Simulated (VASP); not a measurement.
# KF (P4/mmm) in VASP: notebook

Runs on KF. Level: PBE. Tasks: single point.

Program: VASP 6.6.1. These are calculated values, not measurements. Logs are shortened: lines on timing, memory, paths and dates and some standing lists are left out, and cuts for length are marked.

## 1. The cell of the first run

The structure is tetragonal, space group P4/mmm (No. 123). Conventional cell: a = 3.179 Å, b = 3.179 Å, c = 3.114 Å, α = 90.00°, β = 90.00°, γ = 90.00°. K (site symmetry 4/mmm) has 8 F at 2.73 Å and 2 K at 3.11 Å as nearest neighbours. F (site symmetry 4/mmm) has 8 K at 2.73 Å and 2 F at 3.11 Å as nearest neighbours.

The cell was built by a generator and needn't be a form met in nature.

## 2. Single point, PBE (uniaxial_z strain -2.0%)

The input, INCAR:

```
PREC     = Accurate       # precision mode
ENCUT    = 520            # plane-wave cutoff, eV
EDIFF    = 1E-6           # SCF threshold, eV
ISMEAR   = -1             # smearing method
SIGMA    = 0.02           # smearing width, eV
LREAL    = False          # projectors in reciprocal space
LASPH    = True           # aspherical terms in the spheres
NELM     = 60             # most SCF steps
ALGO     = Normal         # electronic algorithm
ISIF     = 2              # what is computed and relaxed
LWAVE    = False          # write WAVECAR
LCHARG   = False          # write CHGCAR
GGA      = PE             # functional
NBANDS   = 15             # bands
```

The input, KPOINTS:

```
regular mesh
0
Gamma
  8 8 8
```

The input, POSCAR:

```
KF
1.0
    3.1788706815      0.0000000000      0.0000000000
    0.0000000000      3.1788706815      0.0000000000
    0.0000000000      0.0000000000      3.1143396067
K F
1 1
Direct
    0.0000000000      0.0000000000      0.0000000000
    0.5000000000      0.5000000000      0.5000000000
```

Potentials or basis: VASP PAW PBE potentials, release 64 (K_sv, F).

Launch:

```
$ cat potpaw_PBE.64/K_sv/POTCAR potpaw_PBE.64/F/POTCAR > POTCAR
$ mpirun -np 1 vasp_std > vasp.out
```

OUTCAR:

```text
PREC = Accurate
   ENCUT = 520
   EDIFF = 1E-6
   ISMEAR = -1
   LREAL = False
   LASPH = True
   NELM = 60
   ISIF = 2
   GGA = PE

 ion  position               nearest neighbor table
   1  0.000  0.000  0.000-   2 2.73   2 2.73   2 2.73   2 2.73   2 2.73   2 2.73   2 2.73   2 2.73

   2  0.500  0.500  0.500-   1 2.73   1 2.73   1 2.73   1 2.73   1 2.73   1 2.73   1 2.73   1 2.73

  LATTYP: Found a simple tetragonal cell.
 ALAT       =     3.1788706815
 C/A-ratio  =     0.9797000000

  Lattice vectors:

 A1 = (   3.1788706815,   0.0000000000,   0.0000000000)
 A2 = (   0.0000000000,   3.1788706815,   0.0000000000)
 A3 = (   0.0000000000,   0.0000000000,   3.1143396067)

Analysis of symmetry for initial positions (statically):
=====================================================================
 Subroutine PRICEL returns:
 Original cell was already a primitive cell.

 Routine SETGRP: Setting up the symmetry group for a
 simple tetragonal supercell.

 Subroutine GETGRP returns: Found 16 space group operations
 (whereof 16 operations were pure point group operations)
 out of a pool of 16 trial point group operations.

The static configuration has the point symmetry D_4h.

Analysis of symmetry for dynamics (positions and initial velocities):
=====================================================================
 Subroutine PRICEL returns:
 Original cell was already a primitive cell.

 Routine SETGRP: Setting up the symmetry group for a
 simple tetragonal supercell.

 Subroutine GETGRP returns: Found 16 space group operations
 (whereof 16 operations were pure point group operations)
 out of a pool of 16 trial point group operations.

The dynamic configuration has the point symmetry D_4h.

 Subroutine INISYM returns: Found 16 space group operations
 (whereof 16 operations are pure point group operations),
 and found     1 'primitive' translations

----------------------------------------------------------------------------------------

                                     Primitive cell

  volume of cell :      31.4711

  direct lattice vectors                    reciprocal lattice vectors
     3.178870681  0.000000000  0.000000000     0.314577125  0.000000000  0.000000000
     0.000000000  3.178870681  0.000000000     0.000000000  0.314577125  0.000000000
     0.000000000  0.000000000  3.114339607     0.000000000  0.000000000  0.321095361

  length of vectors
     3.178870681  3.178870681  3.114339607     0.314577125  0.314577125  0.321095361

  position of ions in fractional coordinates (direct lattice)
     0.000000000  0.000000000  0.000000000
     0.500000000  0.500000000  0.500000000

  ion indices of the primitive-cell ions
   primitive index   ion index
                 1           1
                 2           2

----------------------------------------------------------------------------------------

 KPOINTS: regular mesh

Automatic generation of k-mesh.
 Grid dimensions read from file:
 generate k-points for:    8    8    8

 Generating k-lattice:

  Cartesian coordinates                     Fractional coordinates (reciprocal lattice)
     0.039322141  0.000000000  0.000000000     0.125000000  0.000000000  0.000000000
     0.000000000  0.039322141  0.000000000     0.000000000  0.125000000  0.000000000
     0.000000000  0.000000000  0.040136920     0.000000000  0.000000000  0.125000000

  Length of vectors
     0.039322141  0.039322141  0.040136920

  Shift w.r.t. Gamma in fractional coordinates (k-lattice)
     0.000000000  0.000000000  0.000000000

 Subroutine IBZKPT returns following result:
 ===========================================

 Found     75 irreducible k-points:

 Following reciprocal coordinates:
            Coordinates               Weight
  0.000000  0.000000  0.000000      1.000000
  0.125000  0.000000  0.000000      4.000000
  0.250000  0.000000  0.000000      4.000000
  0.375000  0.000000  0.000000      4.000000
  0.500000  0.000000  0.000000      2.000000
  0.125000  0.125000  0.000000      4.000000
[... 16 lines left out ...]
  0.375000  0.125000  0.125000     16.000000
  0.500000  0.125000  0.125000      8.000000
 [... further k-points ...]
   k-points           NKPTS =     75   k-points in BZ     NKDIM =     75   number of bands    NBANDS=     15
   number of dos      NEDOS =    301   number of ions     NIONS =      2
   total plane-waves  NPLWV =  13824
   dimension x,y,z NGX =    24 NGY =   24 NGZ =   24
   dimension x,y,z NGXF=    48 NGYF=   48 NGZF=   48
   ions per type =               1   1
   NGX,Y,Z   is equivalent  to a cutoff of  12.55, 12.55, 12.81 a.u.
   NGXF,Y,Z  is equivalent  to a cutoff of  25.10, 25.10, 25.62 a.u.
 SYSTEM =  unknown system
   PREC   = accura    normal or accurate (medium, high low for compatibility)
   ISTART =      0    job   : 0-new  1-cont  2-samecut
   ICHARG =      2    charge: 1-file 2-atom 10-const
   ISPIN  =      1    spin polarized calculation?
   LNONCOLLINEAR =      F non collinear calculations
   LSORBIT =      F    spin-orbit coupling
   LASPH  =      T    aspherical Exc in radial PAW
   ENCUT  =  520.0 eV  38.22 Ry    6.18 a.u.   5.91  5.91  5.79*2*pi/ulx,y,z
   NELM   =     60;   NELMIN=  2; NELMDL= -5     # of ELM steps
   EDIFF  = 0.1E-05   stopping-criterion for ELM
   LREAL  =      F    real-space projection
   EDIFFG = 0.1E-04   stopping-criterion for IOM
   NSW    =      0    number of steps for IOM
   IBRION =     -1    ionic relax: 0-MD 1-quasi-New 2-CG
   NFREE  =      0    steps in history (QN), initial steepest desc. (CG)
   ISIF   =      2    stress and relaxation
   ISYM   =      2    0-nonsym 1-usesym 2-fastsym
   POTIM  = 0.5000    time-step for ionic-motion
   TEBEG  =    0.0;   TEEND  =   0.0 temperature during run
   PSTRESS=    0.0 pullay stress
   NELECT =      16.0000    total number of electrons
   NUPDOWN=      -1.0000    fix difference up-down
   EMIN   =  10.00;   EMAX   =-10.00  energy-range for DOS
   EFERMI =   0.00;   METHOD = LEGACY
   ISMEAR =    -1;   SIGMA  =   0.02  broadening in eV -4-tet -1-fermi 0-gaus
   EFERMI_NEDOS =   21; number of points for ismear=-14 and -15
   IALGO  =     38    algorithm
   IMIX   =      4    mixing-type and parameters
     AMIX     =   0.40;   BMIX     =  1.00
     AMIX_MAG =   1.60;   BMIX_MAG =  1.00
  volume/ion in A,a.u.               =      15.74       106.19
  Fermi-wavevector in a.u.,A,eV,Ry     =   1.306605  2.469125 23.228087  1.707216
  Thomas-Fermi vector in A             =   2.437396
   LORBIT       =      0    0 simple, 1 ext, 2 COOP (PROOUT), +10 PAW based schemes
   GGA     = PE    functional components
   LHFCALC =     F    Hartree Fock is set to
   AEXX    =    0.0000 exact exchange contribution
   IVDW    =     0    specifies the selected vdW correction
   LEPSILON=     F    determine dielectric tensor
   LRPA    =     F    only Hartree local field effects (RPA)
 non-spin polarized calculation
  energy-cutoff  :      520.00
  volume of cell :       31.47
 maximum number of plane-waves:       872
 NGX is ok and might be reduce to    24
   NGX = 11   NGY = 11   NGZ = 11

 number of electron      15.9999989 magnetization

 Free energy of the ion-electron system (eV)
  ---------------------------------------------------
  ext. energy  EPLUGINS =         0.00000000
  ---------------------------------------------------
  free energy    TOTEN  =        -8.05041639 eV

  energy without entropy =       -8.05041639  energy(sigma->0) =       -8.05041639

 E-fermi :  -1.1459     XC(G=0):  -9.4948

 val. band max:       -1.6692213825   @ k =   0.5000   0.5000   0.0000
 cond. band min:       5.2341948133   @ k =   0.0000   0.0000   0.0000
 fundamental gap:      6.9034161957
 Fermi energy:        -1.1459226799

 k-point     1 :       0.0000    0.0000    0.0000
  band No.  band energies     occupation
      1     -28.5424      2.00000
      2     -20.7024      2.00000
      3     -11.4641      2.00000
      4     -11.4641      2.00000
      5     -11.3956      2.00000
      6      -1.7760      2.00000
      7      -1.7760      2.00000
      8      -1.7002      2.00000
      9       5.2342      0.00000
     10       6.6465      0.00000
     11       6.6994      0.00000
     12      12.5918      0.00000
     13      12.7475      0.00000
     14      12.7475      0.00000
     15      20.4765      0.00000

 k-point     2 :       0.1250    0.0000    0.0000
  band No.  band energies     occupation
      1     -28.5178      2.00000
      2     -20.7121      2.00000
      3     -11.5855      2.00000
      4     -11.4432      2.00000
      5     -11.3760      2.00000
      6      -2.0009      2.00000
      7      -1.8008      2.00000
      8      -1.7208      2.00000
      9       5.6713      0.00000
     10       6.8106      0.00000
     11       7.0657      0.00000
     12      12.3357      0.00000
     13      12.4873      0.00000
     14      12.7979      0.00000
     15      19.2339      0.00000

 k-point     3 :       0.2500    0.0000    0.0000
  band No.  band energies     occupation
      1     -28.4576      2.00000
      2     -20.7378      2.00000
      3     -11.8630      2.00000
      4     -11.3921      2.00000
      5     -11.3280      2.00000
      6      -2.4854      2.00000
      7      -1.8623      2.00000
      8      -1.7722      2.00000
      9       6.7052      0.00000
     10       7.1476      0.00000
     11       8.1425      0.00000
     12      11.8076      0.00000
     13      11.9481      0.00000
     14      12.9231      0.00000
     15      17.6706      0.00000

 k-point     4 :       0.3750    0.0000    0.0000
  band No.  band energies     occupation
      1     -28.3961      2.00000
      2     -20.7668      2.00000
      3     -12.1208      2.00000
      4     -11.3400      2.00000
      5     -11.2792      2.00000
      6      -2.9112      2.00000
      7      -1.9264      2.00000
      8      -1.8258      2.00000
      9       7.5272      0.00000
     10       7.7638      0.00000
     11       9.4477      0.00000
     12      11.3693      0.00000
     13      11.4982      0.00000
     14      13.0541      0.00000
     15      16.2569      0.00000
[... 307 lines left out ...]
 k-point    22 :       0.2500    0.1250    0.1250
  band No.  band energies     occupation
      1     -28.4099      2.00000
      2     -20.7212      2.00000
      3     -11.8706      2.00000
      4     -11.5178      2.00000
      5     -11.4784      2.00000
      6      -2.4244      2.00000
      7      -1.9727      2.00000
      8      -1.8969      2.00000
      9       7.2446      0.00000
     10       7.7540      0.00000
     11       8.4674      0.00000
     12      11.3277      0.00000
     13      11.5028      0.00000
     14      12.1351      0.00000
     15      18.1318      0.00000

 k-point    23 :       0.3750    0.1250    0.1250
  band No.  band energies     occupation
      1     -28.3519      2.00000
      2     -20.7291      2.00000
      3     -12.1491      2.00000
      4     -11.4911      2.00000
      5     -11.4453      2.00000
      6      -2.7394      2.00000
      7      -2.0372      2.00000
      8      -1.8765      2.00000
      9       8.0621      0.00000
     10       8.1250      0.00000
     11       9.2176      0.00000
     12      10.8022      0.00000
     13      11.6723      0.00000
     14      12.1091      0.00000
     15      16.6871      0.00000

 k-point    24 :       0.5000    0.1250    0.1250
  band No.  band energies     occupation
      1     -28.3275      2.00000
      2     -20.7330      2.00000
      3     -12.2591      2.00000
      4     -11.4878      2.00000
      5     -11.4237      2.00000
      6      -2.8632      2.00000
      7      -2.0673      2.00000
      8      -1.8658      2.00000
      9       8.2349      0.00000
     10       8.6544      0.00000
     11       9.0618      0.00000
     12      10.5954      0.00000
     13      12.0793      0.00000
     14      12.4162      0.00000
     15      15.8199      0.00000

 [... further k-points ...]

------------------------ aborting loop because EDIFF is reached ----------------------------------------

  FORCE on cell =-STRESS in cart. coord.  units (eV):
  Direction    XX          YY          ZZ          XY          YZ          ZX
  --------------------------------------------------------------------------------------
  -------------------------------------------------------------------------------------
  Total        0.6614869      0.6614869      1.0463480      0.0000000      0.0000000     -0.0000000
  in kB       33.6759705     33.6759705     53.2690597      0.0000000      0.0000000     -0.0000000
  external PRESSURE =      40.2070003 kB  Pullay stress =       0.0000000 kB

 VOLUME and BASIS-vectors are now :
 -----------------------------------------------------------------------------
  energy-cutoff  :      520.00
  volume of cell :       31.47
      direct lattice vectors                 reciprocal lattice vectors
     3.178870681  0.000000000  0.000000000     0.314577125  0.000000000  0.000000000
     0.000000000  3.178870681  0.000000000     0.000000000  0.314577125  0.000000000
     0.000000000  0.000000000  3.114339607     0.000000000  0.000000000  0.321095361

 POSITION                                       TOTAL-FORCE (eV/Angst)
 -----------------------------------------------------------------------------------
      0.00000      0.00000      0.00000         0.000000      0.000000      0.000000
      1.58944      1.58944      1.55717         0.000000      0.000000      0.000000
 -----------------------------------------------------------------------------------
    total drift:                                0.000000      0.000000     -0.000000

  FREE ENERGIE OF THE ION-ELECTRON SYSTEM (eV)
  ---------------------------------------------------
  free  energy   TOTEN  =        -8.0504163890 eV

  energy  without entropy=       -8.0504163890  energy(sigma->0) =       -8.05041639
```

Run time: 25 s. Hardware: 1 thread of AMD EPYC 7R13 (Zen 3), shared host; peak memory 0.12 GiB.

What came out:

- Free energy: -8.0504 eV
- Pressure: 4.0 GPa
- Band gap on the k mesh: 6.90 eV, indirect (least direct gap 6.93 eV)

Stress tensor (GPa, compression positive):
```
3.37 0.00 0.00
0.00 3.37 0.00
0.00 0.00 5.33
```

Levels at points of the mesh, in eV from the valence-band top:
| k point | band 6 | band 7 | band 8 | band 9 | band 10 | band 11 |
| --- | --- | --- | --- | --- | --- | --- |
| (0.00, 0.00, 0.00) | -0.11 | -0.11 | -0.03 | 6.90 | 8.32 | 8.37 |
| (0.50, 0.00, 0.00) | -1.41 | -0.28 | -0.18 | 9.39 | 9.89 | 11.76 |
| (0.50, 0.50, 0.00) | -0.67 | -0.67 | 0.00 | 8.79 | 9.19 | 12.36 |
| (0.00, 0.00, 0.50) | -1.42 | -0.27 | -0.27 | 9.49 | 10.06 | 11.86 |
| (0.50, 0.00, 0.50) | -0.70 | -0.67 | -0.07 | 8.60 | 9.30 | 12.04 |
| (0.50, 0.50, 0.50) | -1.27 | -1.25 | -1.25 | 10.75 | 10.75 | 10.99 |

A k mesh can miss the band edges.

## 3. Single point, PBE (shear_111 strain +2.6%)

The input, INCAR:

```
PREC = Accurate
ENCUT = 520
EDIFF = 1E-6
ISMEAR = -1
SIGMA = 0.02
LREAL = F
LASPH = T
NELM = 60
ALGO = Normal
ISIF = 2
LWAVE = F
LCHARG = F
GGA = PE
NBANDS = 15
```

The input, KPOINTS:

```
Automatic mesh
0
Gamma
  8 8 8
```

The input, POSCAR:

```
KF
1.0
    3.2066328188      0.0277621373      0.0277621373
    0.0277621373      3.2066328188      0.0277621373
    0.0277621373      0.0277621373      3.2066328188
K F
1 1
Direct
    0.0000000000      0.0000000000      0.0000000000
    0.5000000000      0.5000000000      0.5000000000
```

Potentials or basis: VASP PAW PBE potentials, release 64 (K_sv, F).

Launch:

```
$ cat potpaw_PBE.64/K_sv/POTCAR potpaw_PBE.64/F/POTCAR > POTCAR
$ mpirun -np 1 vasp_std > vasp.out
```

Wall time 26 s (1 thread of AMD EPYC 7R13 (Zen 3), shared host); peak memory 0.12 GiB.

It converged, with:

| Item | Value |
| --- | --- |
| Free energy | -8.0815 eV |
| Pressure | 1.9 GPa |
| Band gap on the k mesh | 6.60 eV, indirect (least direct gap 6.64 eV) |

Stress tensor (GPa, compression positive):
```
 1.87 -0.13 -0.13
-0.13  1.87 -0.13
-0.13 -0.13  1.87
```

Levels at points of the mesh, in eV from the valence-band top:
| k point | band 6 | band 7 | band 8 | band 9 | band 10 | band 11 |
| --- | --- | --- | --- | --- | --- | --- |
| (0.00, 0.00, 0.00) | -0.04 | -0.04 | -0.04 | 6.60 | 8.35 | 8.35 |
| (0.50, 0.00, 0.00) | -1.29 | -0.20 | -0.16 | 9.39 | 9.67 | 11.35 |
| (0.50, 0.50, 0.00) | -0.64 | -0.61 | 0.00 | 8.60 | 9.15 | 12.04 |
| (0.50, 0.50, 0.50) | -1.12 | -1.12 | -1.12 | 10.49 | 10.75 | 10.75 |

A k mesh can miss the band edges.
